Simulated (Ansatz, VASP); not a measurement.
# InAs: VASP beside Ansatz, part 2 of 3

One calculation is typed for both programs; each brings its own data sets. How far apart do they land? The cell is taken from a series of runs on this material, whose earlier steps may have relaxed, scaled, displaced or heated it; both programs get it as it stands.

VASP 6.6.1 and Ansatz 0.2.0.

So far: The starting structure; Ansatz: zone-centre phonons, LDA.

## 3. VASP: zone-centre phonons, LDA

Level of this step: LDA; plane waves and PAW (As, In_d) (VASP).

The same cell, functional (in two slightly different forms), mesh and smearing now go to VASP, with its own data sets.

Lines of VASP's logs that name or quote its potential files are left out, and so is its time.

INCAR reads:

```
SYSTEM = InAs
PREC = Accurate
ENCUT = 500
EDIFF = 1E-08
NELM = 120
ISMEAR = 0
SIGMA = 0.015
LREAL = .FALSE.
ALGO = Normal
GGA = CA
NBANDS = 15
LORBIT = 11
LWAVE = .FALSE.
LCHARG = .FALSE.
ISIF = 2
ISYM = 2
IBRION = 8
LASPH = .TRUE.
GGA_COMPAT = .FALSE.
EFERMI = MIDGAP
KPAR = 2
```

POSCAR reads:

```
InAs
1.0
    0.0000000000      3.0429171257      2.9785130961
    3.0429171257      0.0000000000      2.9785130961
    3.0429171257      3.0429171257      0.0000000000
As In
1 1
Direct
    0.7499900145      0.7499900145      0.7499780835
    0.0000099855      0.0000099855      0.0000219165
```

KPOINTS reads:

```
Points of the shifted mesh
1728
Reciprocal
 0.0416666667  0.0416666667  0.0416666667 1
 0.0416666667  0.0416666667  0.1250000000 1
 0.0416666667  0.0416666667  0.2083333333 1
 0.0416666667  0.0416666667  0.2916666667 1
 0.0416666667  0.0416666667  0.3750000000 1
 0.0416666667  0.0416666667  0.4583333333 1
 0.0416666667  0.0416666667  0.5416666667 1
 0.0416666667  0.0416666667  0.6250000000 1
 0.0416666667  0.0416666667  0.7083333333 1
 0.0416666667  0.0416666667  0.7916666667 1
 0.0416666667  0.0416666667  0.8750000000 1
 0.0416666667  0.0416666667  0.9583333333 1
 0.0416666667  0.1250000000  0.0416666667 1
 0.0416666667  0.1250000000  0.1250000000 1
 0.0416666667  0.1250000000  0.2083333333 1
 0.0416666667  0.1250000000  0.2916666667 1
 0.0416666667  0.1250000000  0.3750000000 1
 0.0416666667  0.1250000000  0.4583333333 1
 0.0416666667  0.1250000000  0.5416666667 1
 0.0416666667  0.1250000000  0.6250000000 1
 0.0416666667  0.1250000000  0.7083333333 1
 0.0416666667  0.1250000000  0.7916666667 1
 0.0416666667  0.1250000000  0.8750000000 1
 0.0416666667  0.1250000000  0.9583333333 1
 0.0416666667  0.2083333333  0.0416666667 1
 0.0416666667  0.2083333333  0.1250000000 1
 0.0416666667  0.2083333333  0.2083333333 1
 0.0416666667  0.2083333333  0.2916666667 1
 0.0416666667  0.2083333333  0.3750000000 1
 0.0416666667  0.2083333333  0.4583333333 1
 0.0416666667  0.2083333333  0.5416666667 1
 0.0416666667  0.2083333333  0.6250000000 1
 0.0416666667  0.2083333333  0.7083333333 1
 0.0416666667  0.2083333333  0.7916666667 1
 0.0416666667  0.2083333333  0.8750000000 1
 0.0416666667  0.2083333333  0.9583333333 1
 0.0416666667  0.2916666667  0.0416666667 1
 0.0416666667  0.2916666667  0.1250000000 1
 0.0416666667  0.2916666667  0.2083333333 1
 0.0416666667  0.2916666667  0.2916666667 1
 0.0416666667  0.2916666667  0.3750000000 1
 0.0416666667  0.2916666667  0.4583333333 1
 0.0416666667  0.2916666667  0.5416666667 1
 0.0416666667  0.2916666667  0.6250000000 1
 0.0416666667  0.2916666667  0.7083333333 1
 0.0416666667  0.2916666667  0.7916666667 1
 0.0416666667  0.2916666667  0.8750000000 1
 0.0416666667  0.2916666667  0.9583333333 1
 0.0416666667  0.3750000000  0.0416666667 1
 0.0416666667  0.3750000000  0.1250000000 1
 0.0416666667  0.3750000000  0.2083333333 1
 0.0416666667  0.3750000000  0.2916666667 1
 0.0416666667  0.3750000000  0.3750000000 1
 0.0416666667  0.3750000000  0.4583333333 1
 0.0416666667  0.3750000000  0.5416666667 1
 0.0416666667  0.3750000000  0.6250000000 1
 0.0416666667  0.3750000000  0.7083333333 1
 0.0416666667  0.3750000000  0.7916666667 1
 0.0416666667  0.3750000000  0.8750000000 1
 0.0416666667  0.3750000000  0.9583333333 1
 0.0416666667  0.4583333333  0.0416666667 1
 0.0416666667  0.4583333333  0.1250000000 1
 0.0416666667  0.4583333333  0.2083333333 1
 0.0416666667  0.4583333333  0.2916666667 1
 0.0416666667  0.4583333333  0.3750000000 1
 0.0416666667  0.4583333333  0.4583333333 1
 0.0416666667  0.4583333333  0.5416666667 1
 0.0416666667  0.4583333333  0.6250000000 1
 0.0416666667  0.4583333333  0.7083333333 1
 0.0416666667  0.4583333333  0.7916666667 1
 0.0416666667  0.4583333333  0.8750000000 1
 0.0416666667  0.4583333333  0.9583333333 1
 0.0416666667  0.5416666667  0.0416666667 1
 0.0416666667  0.5416666667  0.1250000000 1
 0.0416666667  0.5416666667  0.2083333333 1
 0.0416666667  0.5416666667  0.2916666667 1
 0.0416666667  0.5416666667  0.3750000000 1
 0.0416666667  0.5416666667  0.4583333333 1
 0.0416666667  0.5416666667  0.5416666667 1
 0.0416666667  0.5416666667  0.6250000000 1
 0.0416666667  0.5416666667  0.7083333333 1
 0.0416666667  0.5416666667  0.7916666667 1
 0.0416666667  0.5416666667  0.8750000000 1
 0.0416666667  0.5416666667  0.9583333333 1
 0.0416666667  0.6250000000  0.0416666667 1
 0.0416666667  0.6250000000  0.1250000000 1
 0.0416666667  0.6250000000  0.2083333333 1
 0.0416666667  0.6250000000  0.2916666667 1
 0.0416666667  0.6250000000  0.3750000000 1
 0.0416666667  0.6250000000  0.4583333333 1
 0.0416666667  0.6250000000  0.5416666667 1
 0.0416666667  0.6250000000  0.6250000000 1
 0.0416666667  0.6250000000  0.7083333333 1
 0.0416666667  0.6250000000  0.7916666667 1
 0.0416666667  0.6250000000  0.8750000000 1
 0.0416666667  0.6250000000  0.9583333333 1
 0.0416666667  0.7083333333  0.0416666667 1
 0.0416666667  0.7083333333  0.1250000000 1
 0.0416666667  0.7083333333  0.2083333333 1
 0.0416666667  0.7083333333  0.2916666667 1
 0.0416666667  0.7083333333  0.3750000000 1
 0.0416666667  0.7083333333  0.4583333333 1
 0.0416666667  0.7083333333  0.5416666667 1
 0.0416666667  0.7083333333  0.6250000000 1
 0.0416666667  0.7083333333  0.7083333333 1
 0.0416666667  0.7083333333  0.7916666667 1
 0.0416666667  0.7083333333  0.8750000000 1
 0.0416666667  0.7083333333  0.9583333333 1
 0.0416666667  0.7916666667  0.0416666667 1
 0.0416666667  0.7916666667  0.1250000000 1
 0.0416666667  0.7916666667  0.2083333333 1
 0.0416666667  0.7916666667  0.2916666667 1
[... 1390 lines left out ...]
 0.8750000000  0.4583333333  0.1250000000 1
 0.8750000000  0.4583333333  0.2083333333 1
 0.8750000000  0.4583333333  0.2916666667 1
 0.8750000000  0.4583333333  0.3750000000 1
 0.8750000000  0.4583333333  0.4583333333 1
 0.8750000000  0.4583333333  0.5416666667 1
 0.8750000000  0.4583333333  0.6250000000 1
 0.8750000000  0.4583333333  0.7083333333 1
 0.8750000000  0.4583333333  0.7916666667 1
 0.8750000000  0.4583333333  0.8750000000 1
 0.8750000000  0.4583333333  0.9583333333 1
 0.8750000000  0.5416666667  0.0416666667 1
 0.8750000000  0.5416666667  0.1250000000 1
 0.8750000000  0.5416666667  0.2083333333 1
 0.8750000000  0.5416666667  0.2916666667 1
 0.8750000000  0.5416666667  0.3750000000 1
 0.8750000000  0.5416666667  0.4583333333 1
 0.8750000000  0.5416666667  0.5416666667 1
 0.8750000000  0.5416666667  0.6250000000 1
 0.8750000000  0.5416666667  0.7083333333 1
 0.8750000000  0.5416666667  0.7916666667 1
 0.8750000000  0.5416666667  0.8750000000 1
 0.8750000000  0.5416666667  0.9583333333 1
 0.8750000000  0.6250000000  0.0416666667 1
 0.8750000000  0.6250000000  0.1250000000 1
 0.8750000000  0.6250000000  0.2083333333 1
 0.8750000000  0.6250000000  0.2916666667 1
 0.8750000000  0.6250000000  0.3750000000 1
 0.8750000000  0.6250000000  0.4583333333 1
 0.8750000000  0.6250000000  0.5416666667 1
 0.8750000000  0.6250000000  0.6250000000 1
 0.8750000000  0.6250000000  0.7083333333 1
 0.8750000000  0.6250000000  0.7916666667 1
 0.8750000000  0.6250000000  0.8750000000 1
 0.8750000000  0.6250000000  0.9583333333 1
 0.8750000000  0.7083333333  0.0416666667 1
 0.8750000000  0.7083333333  0.1250000000 1
 0.8750000000  0.7083333333  0.2083333333 1
 0.8750000000  0.7083333333  0.2916666667 1
 0.8750000000  0.7083333333  0.3750000000 1
 0.8750000000  0.7083333333  0.4583333333 1
 0.8750000000  0.7083333333  0.5416666667 1
 0.8750000000  0.7083333333  0.6250000000 1
 0.8750000000  0.7083333333  0.7083333333 1
 0.8750000000  0.7083333333  0.7916666667 1
 0.8750000000  0.7083333333  0.8750000000 1
 0.8750000000  0.7083333333  0.9583333333 1
 0.8750000000  0.7916666667  0.0416666667 1
 0.8750000000  0.7916666667  0.1250000000 1
 0.8750000000  0.7916666667  0.2083333333 1
 0.8750000000  0.7916666667  0.2916666667 1
 0.8750000000  0.7916666667  0.3750000000 1
 0.8750000000  0.7916666667  0.4583333333 1
 0.8750000000  0.7916666667  0.5416666667 1
 0.8750000000  0.7916666667  0.6250000000 1
 0.8750000000  0.7916666667  0.7083333333 1
 0.8750000000  0.7916666667  0.7916666667 1
 0.8750000000  0.7916666667  0.8750000000 1
 0.8750000000  0.7916666667  0.9583333333 1
 0.8750000000  0.8750000000  0.0416666667 1
 0.8750000000  0.8750000000  0.1250000000 1
 0.8750000000  0.8750000000  0.2083333333 1
 0.8750000000  0.8750000000  0.2916666667 1
 0.8750000000  0.8750000000  0.3750000000 1
 0.8750000000  0.8750000000  0.4583333333 1
 0.8750000000  0.8750000000  0.5416666667 1
 0.8750000000  0.8750000000  0.6250000000 1
 0.8750000000  0.8750000000  0.7083333333 1
 0.8750000000  0.8750000000  0.7916666667 1
 0.8750000000  0.8750000000  0.8750000000 1
 0.8750000000  0.8750000000  0.9583333333 1
 0.8750000000  0.9583333333  0.0416666667 1
 0.8750000000  0.9583333333  0.1250000000 1
 0.8750000000  0.9583333333  0.2083333333 1
 0.8750000000  0.9583333333  0.2916666667 1
 0.8750000000  0.9583333333  0.3750000000 1
 0.8750000000  0.9583333333  0.4583333333 1
 0.8750000000  0.9583333333  0.5416666667 1
 0.8750000000  0.9583333333  0.6250000000 1
 0.8750000000  0.9583333333  0.7083333333 1
 0.8750000000  0.9583333333  0.7916666667 1
 0.8750000000  0.9583333333  0.8750000000 1
 0.8750000000  0.9583333333  0.9583333333 1
 0.9583333333  0.0416666667  0.0416666667 1
 0.9583333333  0.0416666667  0.1250000000 1
 0.9583333333  0.0416666667  0.2083333333 1
 0.9583333333  0.0416666667  0.2916666667 1
 0.9583333333  0.0416666667  0.3750000000 1
 0.9583333333  0.0416666667  0.4583333333 1
 0.9583333333  0.0416666667  0.5416666667 1
 0.9583333333  0.0416666667  0.6250000000 1
 0.9583333333  0.0416666667  0.7083333333 1
 0.9583333333  0.0416666667  0.7916666667 1
 0.9583333333  0.0416666667  0.8750000000 1
 0.9583333333  0.0416666667  0.9583333333 1
 0.9583333333  0.1250000000  0.0416666667 1
 0.9583333333  0.1250000000  0.1250000000 1
 0.9583333333  0.1250000000  0.2083333333 1
 0.9583333333  0.1250000000  0.2916666667 1
 0.9583333333  0.1250000000  0.3750000000 1
 0.9583333333  0.1250000000  0.4583333333 1
 0.9583333333  0.1250000000  0.5416666667 1
 0.9583333333  0.1250000000  0.6250000000 1
 0.9583333333  0.1250000000  0.7083333333 1
 0.9583333333  0.1250000000  0.7916666667 1
 0.9583333333  0.1250000000  0.8750000000 1
 0.9583333333  0.1250000000  0.9583333333 1
 0.9583333333  0.2083333333  0.0416666667 1
 0.9583333333  0.2083333333  0.1250000000 1
 0.9583333333  0.2083333333  0.2083333333 1
 0.9583333333  0.2083333333  0.2916666667 1
 0.9583333333  0.2083333333  0.3750000000 1
 0.9583333333  0.2083333333  0.4583333333 1
 0.9583333333  0.2083333333  0.5416666667 1
 0.9583333333  0.2083333333  0.6250000000 1
 0.9583333333  0.2083333333  0.7083333333 1
 0.9583333333  0.2083333333  0.7916666667 1
 0.9583333333  0.2083333333  0.8750000000 1
 0.9583333333  0.2083333333  0.9583333333 1
 0.9583333333  0.2916666667  0.0416666667 1
 0.9583333333  0.2916666667  0.1250000000 1
 0.9583333333  0.2916666667  0.2083333333 1
 0.9583333333  0.2916666667  0.2916666667 1
 0.9583333333  0.2916666667  0.3750000000 1
 0.9583333333  0.2916666667  0.4583333333 1
 0.9583333333  0.2916666667  0.5416666667 1
 0.9583333333  0.2916666667  0.6250000000 1
 0.9583333333  0.2916666667  0.7083333333 1
 0.9583333333  0.2916666667  0.7916666667 1
 0.9583333333  0.2916666667  0.8750000000 1
 0.9583333333  0.2916666667  0.9583333333 1
 0.9583333333  0.3750000000  0.0416666667 1
 0.9583333333  0.3750000000  0.1250000000 1
 0.9583333333  0.3750000000  0.2083333333 1
 0.9583333333  0.3750000000  0.2916666667 1
 0.9583333333  0.3750000000  0.3750000000 1
 0.9583333333  0.3750000000  0.4583333333 1
 0.9583333333  0.3750000000  0.5416666667 1
 0.9583333333  0.3750000000  0.6250000000 1
 0.9583333333  0.3750000000  0.7083333333 1
 0.9583333333  0.3750000000  0.7916666667 1
 0.9583333333  0.3750000000  0.8750000000 1
 0.9583333333  0.3750000000  0.9583333333 1
 0.9583333333  0.4583333333  0.0416666667 1
 0.9583333333  0.4583333333  0.1250000000 1
 0.9583333333  0.4583333333  0.2083333333 1
 0.9583333333  0.4583333333  0.2916666667 1
 0.9583333333  0.4583333333  0.3750000000 1
 0.9583333333  0.4583333333  0.4583333333 1
 0.9583333333  0.4583333333  0.5416666667 1
 0.9583333333  0.4583333333  0.6250000000 1
 0.9583333333  0.4583333333  0.7083333333 1
 0.9583333333  0.4583333333  0.7916666667 1
 0.9583333333  0.4583333333  0.8750000000 1
 0.9583333333  0.4583333333  0.9583333333 1
 0.9583333333  0.5416666667  0.0416666667 1
 0.9583333333  0.5416666667  0.1250000000 1
 0.9583333333  0.5416666667  0.2083333333 1
 0.9583333333  0.5416666667  0.2916666667 1
 0.9583333333  0.5416666667  0.3750000000 1
 0.9583333333  0.5416666667  0.4583333333 1
 0.9583333333  0.5416666667  0.5416666667 1
 0.9583333333  0.5416666667  0.6250000000 1
 0.9583333333  0.5416666667  0.7083333333 1
 0.9583333333  0.5416666667  0.7916666667 1
 0.9583333333  0.5416666667  0.8750000000 1
 0.9583333333  0.5416666667  0.9583333333 1
 0.9583333333  0.6250000000  0.0416666667 1
 0.9583333333  0.6250000000  0.1250000000 1
 0.9583333333  0.6250000000  0.2083333333 1
 0.9583333333  0.6250000000  0.2916666667 1
 0.9583333333  0.6250000000  0.3750000000 1
 0.9583333333  0.6250000000  0.4583333333 1
 0.9583333333  0.6250000000  0.5416666667 1
 0.9583333333  0.6250000000  0.6250000000 1
 0.9583333333  0.6250000000  0.7083333333 1
 0.9583333333  0.6250000000  0.7916666667 1
 0.9583333333  0.6250000000  0.8750000000 1
 0.9583333333  0.6250000000  0.9583333333 1
 0.9583333333  0.7083333333  0.0416666667 1
 0.9583333333  0.7083333333  0.1250000000 1
 0.9583333333  0.7083333333  0.2083333333 1
 0.9583333333  0.7083333333  0.2916666667 1
 0.9583333333  0.7083333333  0.3750000000 1
 0.9583333333  0.7083333333  0.4583333333 1
 0.9583333333  0.7083333333  0.5416666667 1
 0.9583333333  0.7083333333  0.6250000000 1
 0.9583333333  0.7083333333  0.7083333333 1
 0.9583333333  0.7083333333  0.7916666667 1
 0.9583333333  0.7083333333  0.8750000000 1
 0.9583333333  0.7083333333  0.9583333333 1
 0.9583333333  0.7916666667  0.0416666667 1
 0.9583333333  0.7916666667  0.1250000000 1
 0.9583333333  0.7916666667  0.2083333333 1
 0.9583333333  0.7916666667  0.2916666667 1
 0.9583333333  0.7916666667  0.3750000000 1
 0.9583333333  0.7916666667  0.4583333333 1
 0.9583333333  0.7916666667  0.5416666667 1
 0.9583333333  0.7916666667  0.6250000000 1
 0.9583333333  0.7916666667  0.7083333333 1
 0.9583333333  0.7916666667  0.7916666667 1
 0.9583333333  0.7916666667  0.8750000000 1
 0.9583333333  0.7916666667  0.9583333333 1
 0.9583333333  0.8750000000  0.0416666667 1
 0.9583333333  0.8750000000  0.1250000000 1
 0.9583333333  0.8750000000  0.2083333333 1
 0.9583333333  0.8750000000  0.2916666667 1
 0.9583333333  0.8750000000  0.3750000000 1
 0.9583333333  0.8750000000  0.4583333333 1
 0.9583333333  0.8750000000  0.5416666667 1
 0.9583333333  0.8750000000  0.6250000000 1
 0.9583333333  0.8750000000  0.7083333333 1
 0.9583333333  0.8750000000  0.7916666667 1
 0.9583333333  0.8750000000  0.8750000000 1
 0.9583333333  0.8750000000  0.9583333333 1
 0.9583333333  0.9583333333  0.0416666667 1
 0.9583333333  0.9583333333  0.1250000000 1
 0.9583333333  0.9583333333  0.2083333333 1
 0.9583333333  0.9583333333  0.2916666667 1
 0.9583333333  0.9583333333  0.3750000000 1
 0.9583333333  0.9583333333  0.4583333333 1
 0.9583333333  0.9583333333  0.5416666667 1
 0.9583333333  0.9583333333  0.6250000000 1
 0.9583333333  0.9583333333  0.7083333333 1
 0.9583333333  0.9583333333  0.7916666667 1
 0.9583333333  0.9583333333  0.8750000000 1
 0.9583333333  0.9583333333  0.9583333333 1
```

Potentials, in the order of the species: As and In_d (LDA family, release 64).

The run is started by

```
$ mpirun -np 2 vasp_std
```

The program printed:

```text
[banner, memory and clock lines left out]
running    2 mpi-ranks, on    1 nodes
[...]
LDA part: xc-table for (Slater(with rela. corr.)+CA(PZ))
 , standard interpolation
 POSCAR, INCAR and KPOINTS ok, starting setup
[...]
entering main loop
       N       E                     dE             d eps       ncg     rms          rms(c)
DAV:   1     0.111902807349E+03    0.11190E+03   -0.82143E+03 52075   0.126E+03
DAV:   2    -0.143935785652E+01   -0.11334E+03   -0.10907E+03 55865   0.300E+02
DAV:   3    -0.913390162446E+01   -0.76945E+01   -0.76531E+01 66785   0.798E+01
DAV:   4    -0.933320887688E+01   -0.19931E+00   -0.19924E+00 62821   0.143E+01
[...]
DAV:  12    -0.902812364518E+01    0.25091E-05   -0.51099E-06 78524   0.309E-02    0.708E-03
DAV:  13    -0.902812369087E+01   -0.45689E-07   -0.69880E-07 65728   0.489E-03    0.182E-03
DAV:  14    -0.902812368723E+01    0.36407E-08   -0.24351E-08 66987   0.235E-03
   1 F= -.90281237E+01 E0= -.90281237E+01  d E =-.718498E-58
 Linear response reoptimize wavefunctions to high precision
DAV:   1    -0.902812368752E+01   -0.29286E-09   -0.33374E-09 54049   0.100E-03
DAV:   2    -0.902812368761E+01   -0.85038E-10   -0.89152E-10 37232   0.238E-04
 Linear response DOF=           4
 Linear response progress:
  Degree of freedom:   1/  4
       N       E                     dE             d eps       ncg     rms          rms(c)
RMM:   1    -0.476485548412E-01   -0.47649E-01    0.64050E-02109202   0.156E+00
RMM:   2    -0.452940399858E-01    0.23545E-02    0.16816E-03 81052   0.580E-01    0.110E-01
RMM:   3    -0.459951106757E-01   -0.70107E-03   -0.19910E-03 95563   0.248E-01    0.470E-02
RMM:   4    -0.461587757940E-01   -0.16367E-03   -0.15751E-04 97542   0.834E-02    0.108E-02
[...]
RMM:   9    -0.461712006359E-01   -0.66493E-06    0.50389E-09 98605   0.427E-04    0.751E-05
RMM:  10    -0.461712709900E-01   -0.70354E-07    0.53439E-08107047   0.172E-04    0.740E-05
RMM:  11    -0.461712655001E-01    0.54899E-08   -0.56707E-08111897   0.692E-05    0.243E-05
 first order change of Fermi-energy   0.30910E+00
 force on displaced ion       1 direction 1 :  -7.654  -0.005   0.000
 Linear response progress:
  Degree of freedom:   2/  4
       N       E                     dE             d eps       ncg     rms          rms(c)
RMM:   1    -0.474051163320E-01   -0.47405E-01    0.64341E-02109400   0.154E+00
RMM:   2    -0.452670480840E-01    0.21381E-02    0.14614E-03 81415   0.572E-01    0.107E-01
RMM:   3    -0.459249712951E-01   -0.65792E-03   -0.19327E-03 95387   0.242E-01    0.460E-02
RMM:   4    -0.460807831604E-01   -0.15581E-03   -0.15002E-04 97427   0.815E-02    0.106E-02
[...]
RMM:  11    -0.460948247830E-01    0.12124E-07   -0.60340E-08110675   0.602E-05    0.251E-05
RMM:  12    -0.460948370205E-01   -0.12237E-07    0.17794E-08104523   0.243E-05    0.543E-06
RMM:  13    -0.460948337497E-01    0.32708E-08   -0.19376E-08107295   0.118E-05    0.183E-06
 first order change of Fermi-energy  -0.67572E+00
 force on displaced ion       1 direction 3 :   0.000   0.000  -7.530
 Linear response progress:
  Degree of freedom:   3/  4
       N       E                     dE             d eps       ncg     rms          rms(c)
RMM:   1    -0.235521936721E+00   -0.23552E+00   -0.91589E-02 70074   0.491E+00
RMM:   2    -0.237963377840E+00   -0.24414E-02   -0.13451E-02 88252   0.104E+00    0.789E-02
RMM:   3    -0.237917967682E+00    0.45410E-04   -0.15627E-03 95999   0.323E-01    0.389E-02
RMM:   4    -0.237727263359E+00    0.19070E-03   -0.14235E-04 97988   0.106E-01    0.200E-02
[...]
RMM:  12    -0.237693634794E+00    0.10104E-06    0.12096E-07105981   0.883E-05    0.212E-05
RMM:  13    -0.237693758522E+00   -0.12373E-06    0.81260E-08104664   0.554E-05    0.157E-05
RMM:  14    -0.237693758123E+00    0.39909E-09    0.30402E-08118243   0.369E-05    0.265E-05
 first order change of Fermi-energy  -0.30910E+00
 force on displaced ion       2 direction 1 :  -7.614  -0.005   0.000
 Linear response progress:
  Degree of freedom:   4/  4
       N       E                     dE             d eps       ncg     rms          rms(c)
RMM:   1    -0.235371890051E+00   -0.23537E+00   -0.88433E-02 70124   0.493E+00
RMM:   2    -0.237845849294E+00   -0.24740E-02   -0.13189E-02 88065   0.104E+00    0.774E-02
RMM:   3    -0.237792676210E+00    0.53173E-04   -0.15385E-03 96093   0.321E-01    0.379E-02
RMM:   4    -0.237595535280E+00    0.19714E-03   -0.13660E-04 97829   0.104E-01    0.196E-02
[...]
RMM:  12    -0.237555648787E+00    0.14321E-06    0.63651E-08105930   0.788E-05    0.284E-05
RMM:  13    -0.237555794971E+00   -0.14618E-06    0.33190E-08100786   0.515E-05    0.185E-05
RMM:  14    -0.237555794956E+00    0.15625E-10    0.12334E-08118403   0.345E-05    0.208E-05
 first order change of Fermi-energy   0.67572E+00
 force on displaced ion       2 direction 3 :   0.000   0.000  -7.517
 Linear response finished
```

(Part 2 of 3 ends here.)

[Lines on the potential files, build, host, timing and source positions are cut from VASP's logs without a mark.]

[Logs are printed without paths, hosts, clocks, repeated set-up lines and the standing remarks that a program may print on its own settings, such as how far it seeks lower states.]

[Hosts, paths, dates, database ids (printed as entryN), source tags and the programs' standing remarks are cut or masked in the printed files.]
